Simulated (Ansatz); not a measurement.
**Debugging a calculation of ZnO**

Someone meant to compute ZnO with PBE, plane waves and PAW in Ansatz and wrote this input.

```yaml
crystal:
  lattice:
    - [5.51757007, 0.0, 0.0]
    - [0.0, 5.51757007, 0.0]
    - [0.0, 0.0, 3.25877877]
  atoms:
    - { symbol: Zn, position: [0.18197284, 0.18197284, 0.5] }
    - { symbol: Zn, position: [0.81802716, 0.81802716, 0.5] }
    - { symbol: Zn, position: [0.68197284, 0.31802716, 0.0] }
    - { symbol: Zn, position: [0.31802716, 0.68197284, 0.0] }
    - { symbol: O, position: [0.81724723, 0.18275277, 0.5] }
    - { symbol: O, position: [0.18275277, 0.81724723, 0.5] }
    - { symbol: O, position: [0.68275277, 0.68275277, 0.0] }
    - { symbol: O, position: [0.31724723, 0.31724723, 0.0] }
basis:
  ecutwfc: 420
kpoints:
  mp_grid: { grid: [6, 6, 8] }
hamiltonian:
  xc: pbe
  hubbard: { sites: [{ species: O, l: f, u_eff: 4.0 }] }
scf:
  occupations: { method: gaussian, width: 0.02 }
output:
  forces: true
  stress: true
  eigenvalues: true
```

Command:

```bash
ansatz run input.yaml --threads 2 --pin off --max-ram 5120MiB --backend cpu --events-out ev --progress --plain --runs-dir out
```

From the log:

```text
Error: inconsistent input (hamiltonian.hubbard.sites[].l, hamiltonian.hubbard.sites[].shell): the file of O doesn't list 4f, and it can't be added: PBE doesn't bind the shell 4f of the free atom, whose level lies at +1.15 eV. Type an atom or ion with it (hamiltonian.pseudopotentials.projection_atoms), take another file or name another shell
```

Question: Name the fault and the cure.

Answer: The fault is a Hubbard U on a shell that the atom lacks. The term needs an orbital to project on. The cure is the entry removed.

The change to the input:

```diff
 hamiltonian:
-  hubbard: { sites: [{ species: O, l: f, u_eff: 4.0 }] }
```

With the mended input the run converges and gives a pressure of 5.01 GPa, a largest force of 0.035 eV/Å, a gap on the mesh of 0.81 eV.

The mended run took 15 s on 2 threads of Intel(R) Xeon(R) Processor @ 2.70GHz, with other jobs on the host, peak memory 0.5 GiB.

This form isn't the usual stable structure of the compound.